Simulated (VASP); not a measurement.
# Shielding tensors and field gradients of BN, part 4 of 4

Wanted: the shieldings and field gradients at the nuclei of BN. The cell is of the wurtzite type, one of the forms listed for this formula, which need not be the common one. The start is a cell from a database of measured crystal structures.

VASP 6.6.1, plane waves and PAW; the level of theory is named at each step.

So far. Step 2 (Ground state): The cell has a gap of 5.52 eV on this mesh and a pressure of +8.3 GPa, which holds the misfit of the given cell and coordinates with this functional, and any error of cutoff, mesh and data sets. Forces of up to 0.059 eV/Å remain in these settings.

The database entry behind the starting cell has ideal inner coordinates that were not refined, so it need not match the best structure at ambient conditions.

## (4) Another functional, PAW release LDA 64 (continued)

Level of this step: chemical shifts by linear response (GIPAW), LDA; plane waves and PAW (N, B) (VASP).

OUTCAR, selected parts (step 4):

```text
 Found     36 irreducible k-points:

   NELECT =      16.0000    total number of electrons

  Total       -0.7370455     -0.7370455     -0.8563923      0.0000000      0.0000000      0.0000000
  in kB      -50.4928502    -50.4928502    -58.6689552      0.0000000      0.0000000      0.0000000
  external PRESSURE =     -53.2182185 kB  Pullay stress =       0.0000000 kB

 POSITION                                       TOTAL-FORCE (eV/Angst)
 -----------------------------------------------------------------------------------
     -0.00000      1.46416      3.67413         0.000000     -0.000000     -0.050070
      1.26800      0.73208      1.57462        -0.000000     -0.000000     -0.050070
     -0.00000      1.46416      2.09950        -0.000000      0.000000      0.050070
      1.26800      0.73208      0.00000         0.000000     -0.000000      0.050070
 -----------------------------------------------------------------------------------
    total drift:                                0.000000      0.000000      0.000005

 Electric field gradients after diagonalization (V/A^2)
 (convention: |V_zz| > |V_xx| > |V_yy|)
----------------------------------------------------------------------
 ion       V_xx      V_yy      V_zz     asymmetry (V_yy - V_xx)/ V_zz
----------------------------------------------------------------------
   1      -2.415    -2.413     4.828       0.000
   2      -2.415    -2.413     4.828       0.000
   3      -0.572    -0.572     1.143       0.000
   4      -0.572    -0.572     1.143       0.000
----------------------------------------------------------------------

  ORBITAL MAGNETIC SUSCEPTIBILITY, excluding core contribution
 -------------------------------------------------------------
  Approximate magnetic susceptibility, pGv (10^-6 cm^3/mole)
     1        -22.886555          0.000000          0.000000
     2          0.000000        -22.899192          0.000000
     3          0.000000          0.000000        -23.205362
 -------------------------------------------------------------
  Approximate magnetic susceptibility, vGv (10^-6 cm^3/mole)
     1        -23.915381          0.000000          0.000000
     2          0.000000        -23.929033          0.000000
     3          0.000000          0.000000        -24.599457

  BDIR labels direction of applied magnetic field (i.e. B0)
  For BDIR==1, B0 along x-axis, etc.
  Induced field listed along cartesian directions for each BDIR
 ------------------------------------------------------------------------------------------
                 EXCLUDING G=0 CONTRIBUTION              INCLUDING G=0 CONTRIBUTION
 ------------------------------------------------------------------------------------------
  ion  BDIR            X           Y           Z                X           Y           Z
          (   iso_shield        span        skew ) (   iso_shield        span        skew )
 ------------------------------------------------------------------------------------------
    1     1     174.3254      0.0000      0.0000         188.3567      0.0000      0.0000
          2       0.0000    174.3251     -0.0002           0.0000    188.3639     -0.0002
          3       0.0000      0.0002    207.1589           0.0000      0.0002    221.3797
          (     185.2698     32.8337      1.0000 ) (     199.3668     33.0230      0.9996 )

    2     1     174.3254      0.0000      0.0000         188.3567      0.0000      0.0000
          2       0.0000    174.3251      0.0002           0.0000    188.3639      0.0002
          3       0.0000     -0.0002    207.1589           0.0000     -0.0002    221.3797
          (     185.2698     32.8337      1.0000 ) (     199.3668     33.0230      0.9996 )

    3     1      80.2154      0.0000      0.0000          94.2467      0.0000      0.0000
          2       0.0000     80.2155     -0.0003           0.0000     94.2542     -0.0003
          3       0.0000      0.0001     80.4096           0.0000      0.0001     94.6305
          (      80.2802      0.1942      0.9999 ) (      94.3771      0.3838      0.9608 )

    4     1      80.2154      0.0000      0.0000          94.2467      0.0000      0.0000
          2       0.0000     80.2155      0.0003           0.0000     94.2542      0.0003
          3       0.0000     -0.0001     80.4096           0.0000     -0.0001     94.6305
          (      80.2802      0.1942      0.9999 ) (      94.3771      0.3838      0.9608 )
 ------------------------------------------------------------------------------------------

[... 10 parts as in an earlier step ...]

[... 1 further part left out ...]
```

This step gave:

```
free energy (TOTEN)            : -38.75 eV
Fermi energy                   : 7.731 eV
pressure                       : -5.322 GPa
gap on the k-mesh              : 4.968 eV
least direct gap on the k-mesh : 8.221 eV
```

Valence and core; the G = 0 term is that of a spherical sample. NMR shielding, by row:

```
atom  isotropic shielding (ppm)  span (ppm)    skew  isotropic shielding without the G = 0 term (ppm)
  N1                      199.4       33.02  0.9996                                             185.3
  N2                      199.4       33.02  0.9996                                             185.3
  B3                      94.38      0.3838  0.9608                                             80.28
  B4                      94.38      0.3838  0.9608                                             80.28
```

Ordered as |Vzz| ≥ |Vxx| ≥ |Vyy|, the program's way. Electric field gradients, by row:

```
atom  Vxx (V/Å²)  Vyy (V/Å²)  Vzz (V/Å²)  asymmetry
  N1      -2.415      -2.413       4.828          0
  N2      -2.415      -2.413       4.828          0
  B3      -0.572      -0.572       1.143          0
  B4      -0.572      -0.572       1.143          0
```

Against the first shielding run the largest change is -4.2 ppm, on N1.

## (5) Summary

This step: chemical shifts by linear response (GIPAW), PBE, LDA; plane waves and PAW (VASP 6.6.1).

No new run; the numbers come from the runs before.

Isotropic shieldings. Cost is wall time times ranks on a shared host. Shieldings by setting:

```
                run  ENCUT (eV)  k mesh  N1, Wyckoff letter b (ppm)  B3, Wyckoff letter b (ppm)  cost (core minutes)
first shielding run         560   9x9x5                       203.5                       96.98                 8.83
 another functional         560   9x9x5                       199.4                       94.38                 8.17
```

## (6) Outcome

| Quantity | Value |
| --- | --- |
| N, isotropic shielding | 203.5 ppm |
| B, isotropic shielding | 97 ppm |

What this shows: At PBE, in the first shielding run, the isotropic shieldings are N 203.5 ppm; B 97 ppm. In the first shielding run the widest tensor is that of N1, with a span (largest less smallest principal value) of 30.3 ppm. The largest field gradient of that run is Vzz = 4.80 V/Å² at N1. Against the first shielding run, the one with another functional moves the shieldings by at most 4.2 ppm. Shifts were not obtained, since a shift is the shielding of a reference compound, computed alike, less these values. The G = 0 term is the part set by the sample's shape, taken here for a sphere. No finer mesh was run, so convergence in it isn't shown. VASP's guide advises LASPH and NLSPLINE for shieldings, which this input doesn't set; the effect wasn't tested. The cell is of the wurtzite type, one of the forms listed for this formula, which need not be the common one. The given cell is kept, although it stands at +8.1 GPa at PBE and ENCUT = 560 eV, which holds the mismatch of the given cell with this functional, any error of the entry itself and any basis-set error. The atoms weren't relaxed and carry forces of up to 0.059 eV/Å at PBE in the first shielding run, so the numbers belong to the given coordinates, and a relaxation would change them.

[Lines on the potential files, build, host, timing and source positions are cut from VASP's logs without a mark.]

[Logs are printed without paths, hosts, clocks, repeated set-up lines and the standing remarks that a program may print on its own settings, such as how far it seeks lower states.]

[Hosts, paths, dates, database ids (printed as entryN), source tags and the programs' standing remarks are cut or masked in the printed files.]
